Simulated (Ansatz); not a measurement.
## Equation of state of InP

```cif
data_structure
_symmetry_space_group_name_H-M 'P 1'
_symmetry_Int_Tables_number 1
_cell_length_a 4.0376
_cell_length_b 4.0376
_cell_length_c 4.0376
_cell_angle_alpha 60.000
_cell_angle_beta 60.000
_cell_angle_gamma 60.000
_cell_volume 46.54
loop_
_atom_site_label
_atom_site_type_symbol
_atom_site_fract_x
_atom_site_fract_y
_atom_site_fract_z
_atom_site_occupancy
In1 In 0.00000 0.00000 0.00000 1
P1 P 0.50000 0.50000 0.50000 1
```

The runs use the primitive cell with vectors (0.000, 2.855, 2.855), (2.855, 0.000, 2.855), (2.855, 2.855, 0.000) Å, to which the k mesh refers.

Conventional cell: a = 5.710 Å, b = 5.710 Å, c = 5.710 Å, α = 90.00°, β = 90.00°, γ = 90.00°. In (atom 1) is surrounded by 6 P at 2.85 Å. Around P (atom 2) lie 6 In at 2.85 Å.

The geometry is COD entry 1538565, unchecked; take it as a test cell.

No spin–orbit coupling, which matters for the heavy atoms here.

Methods: DFT, PBEsol, all-electron LAPW, scalar-relativistic (Ansatz 0.2.0); DFT, PBEsol, PAW with Ansatz's default frozen-core files, scalar-relativistic (Ansatz 0.2.0).

For LAPW: a Γ-centred 11×11×11 k mesh, Fermi–Dirac smearing of 0.03 eV, basis error target 0.25 meV/atom, no spin polarisation. PAW takes a cutoff of 420 eV at this cell (files made with PBE, cores remade for this functional). The Ansatz runs share mesh, smearing and spin set-up. Plane-wave (PAW) pressures include the program's estimate of the Pulay term.

The cell above is scaled evenly, with fractional coordinates and shape held.

```tsv
V/V(cell)	V (Å³/atom)	P, LAPW (GPa)	P, PAW (GPa)	free energy over the lowest listed, PAW (meV/atom)
0.9400	21.875	-5.23	-5.25	0.0
0.9405	21.887	-5.26	-5.28	0.4
0.9600	22.340	-6.39	-6.40	17.0
0.9700	22.573	-6.89	-6.91	26.6
0.9800	22.806	-7.36	-7.37	37.0
0.9900	23.038	-7.81	-7.82	48.0
1.0000	23.271	-8.23	-8.24	59.7
1.0100	23.504	-8.62	-8.63	72.0
1.0200	23.737	-8.99	-9.00	84.8
1.0300	23.969	-9.32	-9.34	98.1
1.0400	24.202	-9.64	-9.65	111.9
1.0600	24.667	-10.20	-10.21	140.8
```
